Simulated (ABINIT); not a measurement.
**AlP (F-43m): G0W0 in ABINIT against the k mesh**

How does the gap of AlP (F-43m) converge in the k mesh?

Main program and level: ABINIT 10.8.3; PBE and many-body steps on it, plane waves.

Report form: the programs' logs are mostly left out.

The database entry behind the starting cell differs from later determinations by our own check (0.1 to 0.3 % short, probably kX units), so it need not match the best structure at ambient conditions.

## (1) The starting structure

Symmetry: F-43m, No. 216, cubic system. The conventional cell has a = 5.451 Å, b = 5.451 Å, c = 5.451 Å, α = 90.00°, β = 90.00°, γ = 90.00°. Al has 4 P at 2.36 Å nearest. P has 4 Al at 2.36 Å nearest. Farther neighbours are not listed.

Coordinates:

```cif
data_structure
_symmetry_space_group_name_H-M 'F-43m'
_symmetry_Int_Tables_number 216
_cell_length_a 5.4510
_cell_length_b 5.4510
_cell_length_c 5.4510
_cell_angle_alpha 90.000
_cell_angle_beta 90.000
_cell_angle_gamma 90.000
_cell_volume 161.97
loop_
_atom_site_label
_atom_site_type_symbol
_atom_site_symmetry_multiplicity
_atom_site_Wyckoff_symbol
_atom_site_fract_x
_atom_site_fract_y
_atom_site_fract_z
_atom_site_occupancy
Al1 Al 4 a 0.00000 0.00000 0.00000 1
P1 P 4 d 0.25000 0.25000 0.75000 1
```

The cell and positions come from the Crystallography Open Database and are kept as given unless a step says otherwise.

## (2) Empty states on the mesh, 4×4×4 mesh, 272 bands

This step: ABINIT 10.8.3; DFT, PBE, plane waves, norm-conserving pseudopotentials.

The sums over transitions need many empty states on a uniform mesh; this step solves for them.

run.abi reads:

```
acell 3*1.0 Angstrom
rprim 
  -0.000000000000 2.725500000000 2.725500000000
  2.725500000000 -0.000000000000 2.725500000000
  2.725500000000 2.725500000000 -0.000000000000
ntypat 2
znucl 13 15
natom 2
typat 1 2
xred 
  0.000000000000 0.000000000000 0.000000000000
  0.250000000000 0.250000000000 0.250000000000
pp_dirpath "pseudos"
pseudos "Al.upf, P.upf"
ecut 18
ngkpt 4 4 4
nshiftk 1
shiftk 0 0 0
kptopt 1
chksymbreak 0
irdden 1
istwfk *1
nband 272
prtvol 0
optdriver 6
gwr_task "HDIAGO"
paral_kgb 0
occopt 1
indata_prefix "in"
outdata_prefix "out"
tmpdata_prefix "tmp"
```

Run with:

```bash
$ OMP_NUM_THREADS=1 mpirun -n 4 abinit run.abi > log
```

Elapsed: 4.8 s, on 4 MPI ranks of Arm Neoverse V1, shared host; peak memory 0.45 GiB.

Numbers from this step:

```yaml
gap: 1.564 eV
k_of_the_valence_top: 0, 0, 0
k_of_the_conduction_bottom: 0.5, 0.5, 0
least_direct_gap: 3.325 eV
k_points_computed: 8
lowest_point_of_the_top_converged_band_above_the_valence_top: 186.3598 eV
```

On this mesh the gap is 1.564 eV.

The density comes from a self-consistent run that is not shown.

## (3) Empty states on the mesh, 2×2×2 mesh, 77 bands

run.abi, as its differences from that of step 2:

```diff
@@ -15,3 +15,3 @@
 ecut 18
-ngkpt 4 4 4
+ngkpt 2 2 2
 nshiftk 1
@@ -22,3 +22,3 @@
 istwfk *1
-nband 272
+nband 77
 prtvol 0
```

Wall time 3.2 s (4 MPI ranks); peak memory 0.35 GiB; 12 s of CPU time.

Numbers from this step:

| Property | Result |
| --- | --- |
| gap | 1.564 eV |
| k of the valence top | 0, 0, 0 |
| k of the conduction bottom | 0.5, 0.5, 0 |
| least direct gap | 3.325 eV |
| k points computed | 3 |
| lowest point of the top converged band, above the valence top | 68.4039 eV |

On this mesh the gap is 1.564 eV.

## (4) Empty states on the mesh, 6×6×6 mesh, 77 bands

run.abi, as its differences from that of step 3:

```diff
@@ -15,3 +15,3 @@
 ecut 18
-ngkpt 2 2 2
+ngkpt 6 6 6
 nshiftk 1
```

It took 6.8 s on 4 MPI ranks; peak memory 0.4 GiB.

Numbers from this step:

```yaml
gap: 1.564 eV
k_of_the_valence_top: 0, 0, 0
k_of_the_conduction_bottom: 0.5, 0.5, 0
least_direct_gap: 3.325 eV
k_points_computed: 16
lowest_point_of_the_top_converged_band_above_the_valence_top: 68.4039 eV
```

On this mesh the gap is 1.564 eV.

## (5) Screening, 2×2×2 mesh, 69 bands, screening to 130.6 eV

The RPA dielectric matrix is built and inverted for each q.

This step: RPA screening on PBE, plane waves, norm-conserving pseudopotentials.

run.abi, as its differences from that of step 4:

```diff
@@ -15,3 +15,3 @@
 ecut 18
-ngkpt 6 6 6
+ngkpt 2 2 2
 nshiftk 1
@@ -20,10 +20,11 @@
 chksymbreak 0
-irdden 1
 istwfk *1
-nband 77
-prtvol 0
-optdriver 6
-gwr_task "HDIAGO"
-paral_kgb 0
 occopt 1
+irdwfk 1
+optdriver 3
+nband 69
+ecuteps 4.8
+inclvkb 2
+awtr 1
+symchi 1
 indata_prefix "in"
```

The job ended after 2.3 s (4 MPI ranks; peak memory 0.08 GiB; 8.9 s of CPU time).

This step gave:

```
ε∞ with local fields, on this mesh, along the program's q direction : 22.02
the same without local fields                                       : 25.47
plasma frequency                                                    : 16.51 eV
plane waves in the screening matrix                                 : 137
```

Local fields lower ε∞ by 14 %. On a Γ-centred mesh this coarse the value itself is usually too large, while a short band sum pulls it down.

## (6) 2×2×2

This step: G0W0 on PBE, plane waves, norm-conserving pseudopotentials.

run.abi, as its differences from that of step 5:

```diff
@@ -23,8 +23,17 @@
 irdwfk 1
-optdriver 3
+optdriver 4
 nband 69
+gwcalctyp 0
+ecutsigx 18
+symsigma 1
+nkptgw 2
+kptgw 
+  0.0000000000 0.0000000000 0.0000000000
+  0.5000000000 0.5000000000 0.0000000000
+bdgw 
+  2 8
+  3 6
 ecuteps 4.8
-inclvkb 2
-awtr 1
-symchi 1
+irdscr 1
+ppmodel 1
 indata_prefix "in"
```

It took 2.8 s on 4 MPI ranks; peak memory 0.08 GiB; 11 s of CPU time.

This step gave:

```yaml
g0w0_gap_on_the_points_computed: 2.161 eV
starting_gap_on_the_mesh: 1.564 eV
k_of_the_valence_top: 0, 0, 0
k_of_the_conduction_bottom: 0.5, 0.5, 0
z_at_the_valence_top: 0.785
z_at_the_conduction_bottom: 0.813
least_direct_g0w0_gap_on_the_computed_points: 4.185 eV
```

## (7) Screening, 4×4×4 mesh, 69 bands, screening to 130.6 eV

This step: RPA screening on PBE, plane waves, norm-conserving pseudopotentials.

run.abi, as its differences from that of step 6:

```diff
@@ -15,3 +15,3 @@
 ecut 18
-ngkpt 2 2 2
+ngkpt 4 4 4
 nshiftk 1
@@ -23,17 +23,8 @@
 irdwfk 1
-optdriver 4
+optdriver 3
 nband 69
-gwcalctyp 0
-ecutsigx 18
-symsigma 1
-nkptgw 2
-kptgw 
-  0.0000000000 0.0000000000 0.0000000000
-  0.5000000000 0.5000000000 0.0000000000
-bdgw 
-  2 8
-  3 6
 ecuteps 4.8
-irdscr 1
-ppmodel 1
+inclvkb 2
+awtr 1
+symchi 1
 indata_prefix "in"
```

Elapsed: 5.6 s, on 4 MPI ranks; peak memory 0.4 GiB; 22 s of CPU time.

This step gave:

* ε∞ with local fields, on this mesh, along the program's q direction: 10.70
* the same without local fields: 12.19
* plasma frequency: 16.51 eV
* plane waves in the screening matrix: 137

## (8) 4×4×4

The self-energy is evaluated for the states that the input lists, and the levels follow from it, in one-shot runs by the linearised quasiparticle equation.

This step: G0W0 on PBE, plane waves, norm-conserving pseudopotentials.

run.abi, as its differences from that of step 7:

```diff
@@ -23,8 +23,17 @@
 irdwfk 1
-optdriver 3
+optdriver 4
 nband 69
+gwcalctyp 0
+ecutsigx 18
+symsigma 1
+nkptgw 2
+kptgw 
+  0.0000000000 0.0000000000 0.0000000000
+  0.5000000000 0.5000000000 0.0000000000
+bdgw 
+  2 8
+  3 6
 ecuteps 4.8
-inclvkb 2
-awtr 1
-symchi 1
+irdscr 1
+ppmodel 1
 indata_prefix "in"
```

The job ended after 4.2 s (4 MPI ranks; peak memory 0.41 GiB; 17 s of CPU time).

This step gave:

* G0W0 gap on the points computed: 2.272 eV
* starting gap on the mesh: 1.564 eV
* k of the valence top: 0, 0, 0
* k of the conduction bottom: 0.5, 0.5, 0
* Z at the valence top: 0.767
* Z at the conduction bottom: 0.796
* least direct G0W0 gap on the computed points: 4.202 eV

The gap on the mesh goes from 1.56 eV to 2.27 eV, a correction of +0.71 eV.

## (9) Screening, 6×6×6 mesh, 69 bands, screening to 130.6 eV

This step: RPA screening on PBE, plane waves, norm-conserving pseudopotentials.

run.abi, as its differences from that of step 8:

```diff
@@ -15,3 +15,3 @@
 ecut 18
-ngkpt 4 4 4
+ngkpt 6 6 6
 nshiftk 1
@@ -23,17 +23,8 @@
 irdwfk 1
-optdriver 4
+optdriver 3
 nband 69
-gwcalctyp 0
-ecutsigx 18
-symsigma 1
-nkptgw 2
-kptgw 
-  0.0000000000 0.0000000000 0.0000000000
-  0.5000000000 0.5000000000 0.0000000000
-bdgw 
-  2 8
-  3 6
 ecuteps 4.8
-irdscr 1
-ppmodel 1
+inclvkb 2
+awtr 1
+symchi 1
 indata_prefix "in"
```

The job ended after 27 s (4 MPI ranks; peak memory 0.59 GiB; 1.8 min of CPU time).

Numbers from this step:

| Item | Value |
| --- | --- |
| ε∞ with local fields, on this mesh, along the program's q direction | 8.314 |
| the same without local fields | 9.570 |
| plasma frequency | 16.51 eV |
| plane waves in the screening matrix | 137 |

## (10) 6×6×6

This step: G0W0 on PBE, plane waves, norm-conserving pseudopotentials.

run.abi, as its differences from that of step 9:

```diff
@@ -23,8 +23,17 @@
 irdwfk 1
-optdriver 3
+optdriver 4
 nband 69
+gwcalctyp 0
+ecutsigx 18
+symsigma 1
+nkptgw 2
+kptgw 
+  0.0000000000 0.0000000000 0.0000000000
+  0.5000000000 0.5000000000 0.0000000000
+bdgw 
+  2 8
+  3 6
 ecuteps 4.8
-inclvkb 2
-awtr 1
-symchi 1
+irdscr 1
+ppmodel 1
 indata_prefix "in"
```

The job ended after 6.7 s (4 MPI ranks; peak memory 0.61 GiB; 26 s of CPU time).

Numbers from this step:

- G0W0 gap on the points computed: 2.290 eV
- starting gap on the mesh: 1.564 eV
- k of the valence top: 0, 0, 0
- k of the conduction bottom: 0.5, 0.5, 0
- least direct G0W0 gap on the computed points: 4.206 eV

Against the run before, the gap moves by +0.018 eV.

## (11) Side by side

Times are wall times on 4 MPI ranks of Arm Neoverse V1, shared host, good to a factor of about two. A run's time includes the screening step that it read.

```
  run   mesh  bands  screening cutoff (eV)  DFT gap (eV)  gap on the mesh (eV)  direct (eV)  ε∞ used   time
2×2×2  2×2×2     69                  130.6         1.564                 2.161        4.185    22.02  5.1 s
4×4×4  4×4×4     69                  130.6         1.564                 2.272        4.202    10.70  9.8 s
6×6×6  6×6×6     69                  130.6         1.564                 2.290        4.206     8.31   34 s
```

## (12) Results

```yaml
2x2x2: 2.161 eV
4x4x4: 2.272 eV
6x6x6: 2.290 eV
known_limits: not at the basis limit; coarse k mesh
```

In words: The setting moved: k mesh. From 2×2×2 to 6×6×6 the gap moves by +0.13 eV, for 6.7 times the time. The last step still moves it by +0.018 eV. Bands and screening cutoff are coupled, so a series along one setting does not show full convergence. Bands and cutoff are finite, so the gap is not at the basis limit. The miss can reach some tenths of an eV and take either sign; the mesh is an error of its own. In the G0W0 runs levels were corrected at 2 k points alone, so a gap called «on the mesh» is the least over those, and an edge elsewhere would be missed. The 2×2×2 mesh is coarse for this cell, which bears on the long-range parts of exchange and screening.

[Paths, hosts, dates, memory and timing lines, banners, echoed tables and standing remarks are left out of the program output.]

[Logs are printed without paths, hosts, clocks, repeated set-up lines and the standing remarks that a program may print on its own settings, such as how far it seeks lower states.]

[Runs of the session that timed out or met a known fault of the program may be left out.]

[Hosts, paths, dates, database ids (printed as entryN), source tags and the programs' standing remarks are cut or masked in the printed files.]

[G0W0 gaps are taken among the corrected bands and points alone; a level outside them can change the order at an edge.]

[Where Ansatz stands beside ABINIT at settings called matched, ABINIT's density can come from a denser mesh and the files from another edition; pairs whose starting gaps differed by over 0.03 eV were left out, so agreement reads better than it is.]
